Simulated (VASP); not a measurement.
# TiO2 (Rutile): cell size and functional, part 3 of 3

How much does the relaxed cell of TiO2 (Rutile) depend on the functional? The starting structure is a measured crystal structure from the Crystallography Open Database. The first relaxation on each setting starts from this cell expanded by 3 % in volume.

VASP 6.6.1.

Results so far: PBEsol 10.36 Å³ an atom; LDA 10.11 Å³ an atom; PBE 10.68 Å³ an atom; PBEsol + D3(BJ) 10.20 Å³ an atom; r2SCAN 10.45 Å³ an atom; PBEsol+U (Ti d 4 eV) 10.66 Å³ an atom; LDA+U (Ti d 4 eV) 10.41 Å³ an atom.

### 9. Relaxation with r2SCAN + rVV10

Level of this step: r2SCAN with rVV10; plane waves and PAW (Ti_sv, O) (VASP).

rVV10 adds a nonlocal correlation energy for dispersion. This run starts from the cell of an earlier relaxation, which isn't shown; the restart sets up the plane waves anew.

Contents of INCAR:

```
SYSTEM = TiO2
PREC = Accurate
ENCUT = 520
EDIFF = 1E-06
NELM = 100
ISMEAR = 0
SIGMA = 0.03
LREAL = .FALSE.
ALGO = Normal
METAGGA = R2SCAN
LUSE_VDW = .TRUE.
IVDW_NL = 2
BPARAM = 11.95
CPARAM = 0.0093
LASPH = .TRUE.
NBANDS = 30
LORBIT = 11
LWAVE = .FALSE.
LCHARG = .FALSE.
KPAR = 8
IBRION = 2
NSW = 50
ISIF = 3
EDIFFG = -0.006
```

Contents of POSCAR:

```
TiO2
1.0
    4.5898758901      0.0000000000      0.0000000000
    0.0000000000      4.5898758901      0.0000000000
    0.0000000000      0.0000000000      2.9579344695
Ti O
2 4
Direct
    0.5000000000      0.5000000000      0.5000000000
    0.0000000000      0.0000000000      0.0000000000
    0.8042341315      0.1957658685      0.5000000000
    0.6957658685      0.6957658685      0.0000000000
    0.1957658685      0.8042341315      0.5000000000
    0.3042341315      0.3042341315      0.0000000000
```

Contents of KPOINTS:

```
Automatic mesh
0
Gamma
6 6 8
0 0 0
```

The projector-augmented-wave data sets are Ti_sv and O (PBE family, release 64).

Launch:

```sh
$ mpirun -np 8 vasp_std
```

The log of the run:

```text
[banner, memory and clock lines left out]
running    8 mpi-ranks, on    1 nodes
[...]
[... a notice as in an earlier step ...]

|                                                                             |
|               ----> ADVICE to this user running VASP <----                  |
|                                                                             |
|     You have switched on vdW-DFT.                                           |
|     This routine was written and supplied by Jiri Klimes. We recommend      |
|     that you carefully read and cite the following publications:            |
|       J. Klimes, D.R. Bowler, A. Michelides                                 |
|          J. Phys.: Cond Matt. 22 022201 (2010)                              |
|       J. Klimes, D.R. Bowler, A. Michelides                                 |
|          Phys. Rev. B. 83, 195131 (2011)                                    |
|     and references therein.                                                 |
[...]
Total rVV10 correction in eV:      1.2164879    48.0108881
Total rVV10 correction in eV:      1.2164879    48.0108881
Total rVV10 correction in eV:      1.2164879    48.0108881
DAV:  15    -0.685754993626E+02    0.75178E-06   -0.92266E-06  3608   0.272E-02
Total rVV10 correction in eV:      1.2164851    48.0108881
Total rVV10 correction in eV:      1.2164851    48.0108881
Total rVV10 correction in eV:      1.2164851    48.0108881
Total rVV10 correction in eV:      1.2164851    48.0108881
Total rVV10 correction in eV:      1.2164851    48.0108881
Total rVV10 correction in eV:      1.2164851    48.0108881
Total rVV10 correction in eV:      1.2164851    48.0108881
Total rVV10 correction in eV:      1.2164851    48.0108881
Total rVV10 correction in eV:      1.2164831    48.0108881
Total rVV10 correction in eV:      1.2164831    48.0108881
Total rVV10 correction in eV:      1.2164831    48.0108881
Total rVV10 correction in eV:      1.2164831    48.0108881
Total rVV10 correction in eV:      1.2164831    48.0108881
Total rVV10 correction in eV:      1.2164831    48.0108881
Total rVV10 correction in eV:      1.2164831    48.0108881
Total rVV10 correction in eV:      1.2164831    48.0108881
   1 F= -.68575499E+02 E0= -.68575499E+02  d E =-.685755E+02
[...]
reached required accuracy - stopping structural energy minimisation
```

Wall time 65 s (8 MPI ranks of Intel Xeon 6975P-C (Granite Rapids), shared host); peak memory 2.8 GiB.

From OUTCAR (step 9):

```text
  Total       -0.0081821     -0.0081821      0.0298546      0.0000000      0.0000000      0.0000000
  in kB       -0.2103717     -0.2103717      0.7675942      0.0000000      0.0000000      0.0000000
  external PRESSURE =       0.1156169 kB  Pullay stress =       0.0000000 kB

 POSITION                                       TOTAL-FORCE (eV/Angst)
 -----------------------------------------------------------------------------------
      2.29494      2.29494      1.47897         0.000000     -0.000000      0.000000
      0.00000      0.00000      0.00000         0.000000     -0.000000      0.000000
      3.69133      0.89854      1.47897         0.000942     -0.000942      0.000000
      3.19348      3.19348      0.00000        -0.000942     -0.000942      0.000000
      0.89854      3.69133      1.47897        -0.000942      0.000942      0.000000
      1.39640      1.39640      0.00000         0.000942      0.000942     -0.000000
 -----------------------------------------------------------------------------------
    total drift:                                0.000000      0.000000      0.000000

  FREE ENERGIE OF THE ION-ELECTRON SYSTEM (eV)
  ---------------------------------------------------
  free  energy   TOTEN  =       -68.5754993626 eV

  energy  without entropy=      -68.5754993626  energy(sigma->0) =      -68.57549936

[... 2 parts as in an earlier step ...]

[... 2 further parts left out ...]
[key lines of the parts left out:]
E-fermi :   4.6934
```

With r2SCAN + rVV10 the relaxed cell holds 10.386 Å³ an atom, -0.08 % against the measured cell, with a = 4.590 Å and c = 2.958 Å. That is +0.30 % from PBEsol.

### 10. The runs compared

```tsv
level	volume (Å³/atom)	against the measured cell (%)	a (Å)	c (Å)	pressure left (GPa)	core minutes
PBEsol	10.355	-0.38	4.5949	2.9427	-0.04	5.89
LDA	10.109	-2.75	4.5552	2.923	-0.08	4.88
PBE	10.681	2.75	4.6466	2.9681	-0.02	3.73
PBEsol + D3(BJ)	10.204	-1.83	4.5684	2.9336	-0.06	6.59
r2SCAN	10.452	0.55	4.6022	2.9608	0.01	22.0
PBEsol+U (Ti d 4 eV)	10.657	2.52	4.6205	2.995	0.01	3.47
LDA+U (Ti d 4 eV)	10.407	0.12	4.5811	2.9752	-0.02	7.12
r2SCAN + rVV10	10.386	-0.08	4.5899	2.9579	0.01	58.8
```

Core minutes are wall time times ranks, summed over the relaxations behind a row (those for a bulk modulus apart), on shared hosts.

### 11. Results

* volume, PBEsol: 10.36 Å³/atom
* volume, LDA: 10.11 Å³/atom
* volume, PBE: 10.68 Å³/atom
* volume, PBEsol + D3(BJ): 10.20 Å³/atom
* volume, r2SCAN: 10.45 Å³/atom
* volume, PBEsol+U (Ti d 4 eV): 10.66 Å³/atom
* volume, LDA+U (Ti d 4 eV): 10.41 Å³/atom
* volume, r2SCAN + rVV10: 10.39 Å³/atom

In words: Across 8 levels the volume of TiO2 (Rutile) spans 5.7 %, from 10.11 Å³ an atom (LDA) to 10.68 Å³ (PBE). Against the measured volume of the starting structure, r2SCAN + rVV10 comes nearest (-0.1 %) and PBE lies farthest (+2.8 %). The measured cell holds zero-point expansion and, unless it was taken cold, thermal expansion, which the runs lack, so small differences decide nothing. Adding D3(BJ) to PBEsol changes the volume by -1.5 %. Adding rVV10 to r2SCAN changes the volume by -0.6 %. All runs keep the symmetry of the start, so they can't find a distortion of lower symmetry. Further runs on this material are not shown.

[Lines on the potential files, build, host, timing and source positions are cut from VASP's logs without a mark.]

[Logs are printed without paths, hosts, clocks, repeated set-up lines and the standing remarks that a program may print on its own settings, such as how far it seeks lower states.]

[Hosts, paths, dates, database ids (printed as entryN), source tags and the programs' standing remarks are cut or masked in the printed files.]
